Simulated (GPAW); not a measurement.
# KMgF3 (Pm-3m) in GPAW: single point with PBE

Aim: the single point of KMgF3 with PBE.

Everything below comes from runs of GPAW 26.7.0. Logs are shortened: lines on timing, memory, paths and dates and some standing lists are left out, and cuts for length are marked. The log counts tension as positive stress, the text compression.

## 1. The crystal as given

Symmetry: Pm-3m, No. 221, cubic system. The conventional cell has a = 3.986 Å, b = 3.986 Å, c = 3.986 Å, α = 90.00°, β = 90.00°, γ = 90.00°. Around K (site symmetry m-3m) lie 12 F at 2.82 Å. Mg (site symmetry m-3m) has 6 F at 1.99 Å as nearest neighbours. F (site symmetry 4/mmm) has 2 Mg at 1.99 Å as nearest neighbours.

## 2. Single point, PBE

run.py reads:

```python
from ase import Atoms
from ase.dft.bandgap import bandgap
from ase.io import write
from ase.units import GPa
from gpaw import GPAW, PW

atoms = Atoms(['K', 'Mg', 'F', 'F', 'F'],
              cell=[[3.9859, 0.0, 0.0],
                    [0.0, 3.9859, 0.0],
                    [0.0, 0.0, 3.9859]],
              scaled_positions=[[0.5, 0.5, 0.5],
                                [0.0, 0.0, 0.0],
                                [0.0, 0.0, 0.5],
                                [0.0, 0.5, 0.0],
                                [0.5, 0.0, 0.0]],
              pbc=True)

calc = GPAW(mode=PW(650),
            xc='PBE',
            kpts={'size': (6, 6, 6), 'gamma': True},
            occupations={'name': 'fermi-dirac', 'width': 0.05},
            nbands=34,
            maxiter=120,
            txt='gpaw.txt')
atoms.calc = calc
energy = atoms.get_potential_energy()
forces = atoms.get_forces()
stress = atoms.get_stress()
calc.write('gs.gpw')
write('result.traj', atoms)
print(f'Energy: {energy:.6f} eV')
print('Forces (eV/A):')
print(forces.round(4))
print('Stress (GPa):', (stress / GPa).round(3))
print('Fermi level:', round(calc.get_fermi_level(), 4), 'eV')
print(f'Gap: {bandgap(calc)[0]:.4f} eV, direct: {bandgap(calc, direct=True)[0]:.4f} eV')
```

Potentials or basis: GPAW PAW data sets (gpaw-data 1.2.1), pw.

On the command line:

```sh
OMP_NUM_THREADS=1 python run.py
```

gpaw.txt:

```text
__  _  _
 | _ |_)|_||  |
 |__||  | ||/\| - 26.7.0

Input parameters:
  mode=PW(ecut=650.0),
  kpts=MonkhorstPack(size=(6, 6, 6), gamma=True),
  maxiter=120,
  nbands=34,
  occupations=Occupations(name='fermi-dirac', width=0.05),
  xc=XC(name='PBE')

Diagonalizing LCAO Hamiltonian
Converting LCAO to pw mode
   .---------.
  /|         |
 * |         |
 | |         |
 | |   K     |
 F .---------.
 |F         /
 Mg---F----*

Atoms  # Å, Bohr magnetons
|   | symbol |        x |        y |        z |    initial magnetic moments |
|---|--------|----------|----------|----------|-----------------------------|
| 0 |      K | 1.992950 | 1.992950 | 1.992950 | ( 0.0000,  0.0000,  0.0000) |
| 1 |     Mg | 0.000000 | 0.000000 | 0.000000 | ( 0.0000,  0.0000,  0.0000) |
| 2 |      F | 0.000000 | 0.000000 | 1.992950 | ( 0.0000,  0.0000,  0.0000) |
| 3 |      F | 0.000000 | 1.992950 | 0.000000 | ( 0.0000,  0.0000,  0.0000) |
| 4 |      F | 1.992950 | 0.000000 | 0.000000 | ( 0.0000,  0.0000,  0.0000) |

Unit cell  # Å
| periodic |        x |        y |        z |  lengths |    angles |
|----------|----------|----------|----------|----------|-----------|
|      yes | 3.985900 | 0.000000 | 0.000000 | 3.985900 | 90.000000 |
|      yes | 0.000000 | 3.985900 | 0.000000 | 3.985900 | 90.000000 |
|      yes | 0.000000 | 0.000000 | 3.985900 | 3.985900 | 90.000000 |

Number of symmetries: 48
Symmetry operations  # r_c * U_cc + t_c -> r_c
|    | kind |            matrix            |
|----|------|------------------------------|
|  0 |  E   |  1, 0, 0,  0, 1, 0,  0, 0, 1 |
|  1 |  σ   |  1, 0, 0,  0, 1, 0,  0, 0,-1 |
|  2 |  σ   |  1, 0, 0,  0, 0, 1,  0, 1, 0 |
|  3 |  C4  |  1, 0, 0,  0, 0, 1,  0,-1, 0 |
|  4 |  C4  |  1, 0, 0,  0, 0,-1,  0, 1, 0 |
|  5 |  σ   |  1, 0, 0,  0, 0,-1,  0,-1, 0 |
|  6 |  σ   |  1, 0, 0,  0,-1, 0,  0, 0, 1 |
|  7 |  C2  |  1, 0, 0,  0,-1, 0,  0, 0,-1 |
|  8 |  σ   |  0, 1, 0,  1, 0, 0,  0, 0, 1 |
|  9 |  C2  |  0, 1, 0,  1, 0, 0,  0, 0,-1 |
| 10 |  C3  |  0, 1, 0,  0, 0, 1,  1, 0, 0 |
| 11 |  S6  |  0, 1, 0,  0, 0, 1, -1, 0, 0 |
| 12 |  S6  |  0, 1, 0,  0, 0,-1,  1, 0, 0 |
| 13 |  C3  |  0, 1, 0,  0, 0,-1, -1, 0, 0 |
| 14 |  C4  |  0, 1, 0, -1, 0, 0,  0, 0, 1 |
| 15 |  S4  |  0, 1, 0, -1, 0, 0,  0, 0,-1 |
| 16 |  C3  |  0, 0, 1,  1, 0, 0,  0, 1, 0 |
| 17 |  S6  |  0, 0, 1,  1, 0, 0,  0,-1, 0 |
| 18 |  σ   |  0, 0, 1,  0, 1, 0,  1, 0, 0 |
| 19 |  C4  |  0, 0, 1,  0, 1, 0, -1, 0, 0 |
| 20 |  C2  |  0, 0, 1,  0,-1, 0,  1, 0, 0 |
| 21 |  S4  |  0, 0, 1,  0,-1, 0, -1, 0, 0 |
| 22 |  S6  |  0, 0, 1, -1, 0, 0,  0, 1, 0 |
| 23 |  C3  |  0, 0, 1, -1, 0, 0,  0,-1, 0 |
| 24 |  S6  |  0, 0,-1,  1, 0, 0,  0, 1, 0 |
| 25 |  C3  |  0, 0,-1,  1, 0, 0,  0,-1, 0 |
| 26 |  C4  |  0, 0,-1,  0, 1, 0,  1, 0, 0 |
| 27 |  σ   |  0, 0,-1,  0, 1, 0, -1, 0, 0 |
| 28 |  S4  |  0, 0,-1,  0,-1, 0,  1, 0, 0 |
| 29 |  C2  |  0, 0,-1,  0,-1, 0, -1, 0, 0 |
| 30 |  C3  |  0, 0,-1, -1, 0, 0,  0, 1, 0 |
| 31 |  S6  |  0, 0,-1, -1, 0, 0,  0,-1, 0 |
| 32 |  C4  |  0,-1, 0,  1, 0, 0,  0, 0, 1 |
| 33 |  S4  |  0,-1, 0,  1, 0, 0,  0, 0,-1 |
| 34 |  S6  |  0,-1, 0,  0, 0, 1,  1, 0, 0 |
| 35 |  C3  |  0,-1, 0,  0, 0, 1, -1, 0, 0 |
| 36 |  C3  |  0,-1, 0,  0, 0,-1,  1, 0, 0 |
| 37 |  S6  |  0,-1, 0,  0, 0,-1, -1, 0, 0 |
| 38 |  σ   |  0,-1, 0, -1, 0, 0,  0, 0, 1 |
| 39 |  C2  |  0,-1, 0, -1, 0, 0,  0, 0,-1 |
| 40 |  σ   | -1, 0, 0,  0, 1, 0,  0, 0, 1 |
| 41 |  C2  | -1, 0, 0,  0, 1, 0,  0, 0,-1 |
| 42 |  C2  | -1, 0, 0,  0, 0, 1,  0, 1, 0 |
| 43 |  S4  | -1, 0, 0,  0, 0, 1,  0,-1, 0 |
| 44 |  S4  | -1, 0, 0,  0, 0,-1,  0, 1, 0 |
| 45 |  C2  | -1, 0, 0,  0, 0,-1,  0,-1, 0 |
| 46 |  C2  | -1, 0, 0,  0,-1, 0,  0, 0, 1 |
| 47 |  i   | -1, 0, 0,  0,-1, 0,  0, 0,-1 |

BZ-sampling:
  Number of BZ points: 216
  Number of IBZ points: 20

  Monkhorst-Pack size: [6, 6, 6]
  Monkhorst-Pack shift: [0.08333333333333333, 0.08333333333333333, 0.08333333333333333]

K-points  # in reciprocal-cell coordinates
|     |                                coordinates |     weight |
|-----|--------------------------------------------|------------|
|   0 | (  0.00000000,   0.00000000,   0.00000000) | 0.00462963 |
|   1 | (  0.16666667,   0.00000000,   0.00000000) | 0.02777778 |
|   2 | (  0.16666667,   0.16666667,   0.00000000) | 0.05555556 |
|   3 | (  0.16666667,   0.16666667,   0.16666667) | 0.03703704 |
|   4 | (  0.33333333,   0.00000000,   0.00000000) | 0.02777778 |
|   5 | (  0.33333333,   0.16666667,   0.00000000) | 0.11111111 |
|   6 | (  0.33333333,   0.16666667,   0.16666667) | 0.11111111 |
|   7 | (  0.33333333,   0.33333333,   0.00000000) | 0.05555556 |
|   8 | (  0.33333333,   0.33333333,   0.16666667) | 0.11111111 |
|   9 | (  0.33333333,   0.33333333,   0.33333333) | 0.03703704 |
| ... |                                            |            |
|  19 | (  0.50000000,   0.50000000,   0.50000000) | 0.00462963 |

Plane wave coefficients: 2408
Cutoff: 650.0 eV

Spin-components: 1 (collinear spins)
Bands:           34
Projectors:      25
Spin-degeneracy: 2
Datatype:        complex128

Parallelization:
  kpt:    1
  domain: 1
  band:   1

Density:
  Valence electrons: 40.0
  Components: 1
  Grid points: [24 24 24]
  Charge: 0.0  # |e|

Potential:
  Grid points: [24 24 24]

species:
  K:
    name:    Potassium
    Z:       19.0
    valence: 9
    core:    10
    charge:  0.0  # [|e|]
    compensation charges:
      type: gauss
      rc: 0.35  # [Å]
      lmax: 2
    cutoffs:
      filter: 1.91  # [Å]
      core: 1.27  # [Å]
    projectors
    | kind |    occ | energy [eV] | rcut [Å] |
    |------|--------|-------------|----------|
    |   3s |  2.000 |     -35.338 |    1.122 |
    |   4s |  1.000 |      -2.319 |    1.122 |
    |   3p |  6.000 |     -18.813 |    1.106 |
    |    p |        |       8.398 |    1.106 |
    |    d |        |       0.000 |    0.937 |

    Using partial waves for K as LCAO basis

  Mg:
    name:    Magnesium
    Z:       12.0
    valence: 10
    core:    2
    charge:  0.0  # [|e|]
    compensation charges:
      type: gauss
      rc: 0.33  # [Å]
      lmax: 2
    cutoffs:
      filter: 1.86  # [Å]
      core: 0.54  # [Å]
    projectors
    | kind |    occ | energy [eV] | rcut [Å] |
    |------|--------|-------------|----------|
    |   2s |  2.000 |     -79.840 |    1.090 |
    |   3s |  2.000 |      -4.705 |    1.090 |
    |   2p |  6.000 |     -46.613 |    1.085 |
    |   3p |  0.000 |      -1.330 |    1.085 |
    |    d |        |       0.000 |    1.037 |

    Using partial waves for Mg as LCAO basis

  F:
    name:    Fluorine
    Z:       9.0
    valence: 7
    core:    2
    charge:  0.0  # [|e|]
    compensation charges:
      type: gauss
      rc: 0.20  # [Å]
      lmax: 2
    cutoffs:
      filter: 1.14  # [Å]
      core: 0.74  # [Å]
    projectors
    | kind |    occ | energy [eV] | rcut [Å] |
    |------|--------|-------------|----------|
    |   2s |  2.000 |     -29.898 |    0.635 |
    |   2p |  5.000 |     -11.110 |    0.635 |
    |    s |        |      -2.687 |    0.635 |
    |    p |        |      16.102 |    0.635 |
    |    d |        |       0.000 |    0.635 |

    Using partial waves for F as LCAO basis

Reference energy: -29974.140463  # eV

eigensolver:
  PPCG
  Converge bands: occupied
  niter=2

density mixing:
  MSR1-Mixer
  Pratt-step length: 0.05
  Maximum mixing coefficient: 0.75
  Old densities: 10
  SVD Regularization: 0.005
  Good broyden scale: 1.0
  Trust region scale: 1.0
  Backstep threshold: 4.0
  History deletion threshold: 6.0
  Fourier metric: weight=20.0, sigma=0.015

occupation numbers:
  Fermi-Dirac:
    width: 0.0500  # eV

poisson solver:
  ecut: 5200.0  # eV

xc functional:
  name: PBE with 2 nearest neighbor stencil

convergence criteria:
- Maximum [total energy] change in last 3 cyles: 0.0005 eV / valence electron
- Maximum integral of absolute [dens]ity change: 0.0001 electrons / valence electron
- Maximum integral of absolute [eigenst]ate change: 4e-08 eV^2 / valence electron
maximum number of iterations: 120

SCF iterations
|iter     | |      energy | eigst |  dens |
|---------|-|-------------|-------|-------|
|iter:   1| |  -25.743055 | -0.03 |       |
|iter:   2| |  -25.409347 | -1.70 | -1.18 |
|iter:   3| |  -24.413855 | -0.91 | -1.22 |
|iter:   4| |  -24.431778 | -2.90 | -1.65 |
|iter:   5| |  -24.446823 | -3.12 | -1.92 |
|iter:   6| |  -24.447019c| -4.73 | -2.96 |
|iter:   7| |  -24.447060c| -6.07 | -3.40 |
|iter:   8| |  -24.447064c| -6.74 | -3.97 |
|iter:   9| |  -24.447064c| -7.51c| -4.97c|

Converged in 9 steps
Energy contributions relative to reference atoms: (reference = -29974.140463)

Energy contributions:
  Kinetic:          27.917969
  Coulomb:         -24.968898
  Zero:             -0.150821
  External:          0.000000
  Xc:              -27.245315
  Entropy:          -0.000000
  Spinorbit:         0.000000
  ----------------------------
  Free energy:     -24.447064
  Extrapolated:    -24.447064

dipole moment: (-29.471701, -29.471701, -29.471701)  # |e|*Ang

Fermi level: 2.932
Eigenvalues  # (at kpt = [0.000, 0.000, 0.000])
| band index |      eig [eV] | occ [0-2] |
|------------|---------------|-----------|
|          0 |       -70.316 |     2.000 |
|        ... |               |           |
|         12 |        -1.845 |     2.000 |
|         13 |        -1.845 |     2.000 |
|         14 |        -0.063 |     2.000 |
|         15 |        -0.063 |     2.000 |
|         16 |        -0.063 |     2.000 |
|         17 |         0.242 |     2.000 |
[... 8 lines left out ...]
|         26 |        14.666 |     0.000 |
|         27 |        17.495 |     0.000 |
|        ... |               |           |
|         33 |        22.905 |     0.000 |

Gap: 7.324 eV
Transition (v -> c):
  (s=0, k=19, n=19, [0.50, 0.50, 0.50]) -> (s=0, k=0, n=20, [0.00, 0.00, 0.00])
Direct/indirect transitions are different
Direct gap: 7.645 eV
Transition at: (s=0, k=0, n=19, [0.00, 0.00, 0.00])

Forces  # eV/Ang
|        x |        y |        z |
|----------|----------|----------|
| -0.00000 | -0.00000 | -0.00000 |  # K    0
| -0.00000 |  0.00000 |  0.00000 |  # Mg   1
|  0.00000 |  0.00000 |  0.00000 |  # F    2
|  0.00000 | -0.00000 |  0.00000 |  # F    3
| -0.00000 |  0.00000 |  0.00000 |  # F    4

Stress tensor  # eV/Ang^3
|         x |         y |         z |
|-----------|-----------|-----------|
| -0.022256 |  0.000000 |  0.000000 |
|  0.000000 | -0.022256 |  0.000000 |
|  0.000000 |  0.000000 | -0.022256 |

# Writing to gs.gpw (mode='')
```

It took 48 s on 1 thread of Arm Neoverse N1, shared host; peak memory 0.18 GiB.

Results:

```yaml
Free_energy: -24.4471 eV
Pressure: 3.6 GPa
Band_gap_on_the_k_mesh: 7.32 eV, indirect (least direct gap 7.65 eV)
```

Levels at points of the mesh, in eV from the valence-band top:
```tsv
k point	band 18	band 19	band 20	band 21	band 22	band 23
(0.00, 0.00, 0.00)	-0.32	-0.32	-0.32	7.32	10.07	10.07
(0.50, 0.00, 0.00)	-0.86	-0.53	-0.53	10.13	10.47	11.10
(0.50, 0.50, 0.00)	-0.90	-0.90	-0.02	10.92	11.68	12.63
(0.50, 0.50, 0.50)	0.00	0.00	0.00	10.44	10.44	10.44
```

Caveat: the cutoff is short for stress and forces, so pressures can be off by a GPa or more. A hybrid or GW would open this gap; PBE tends to underestimate it.
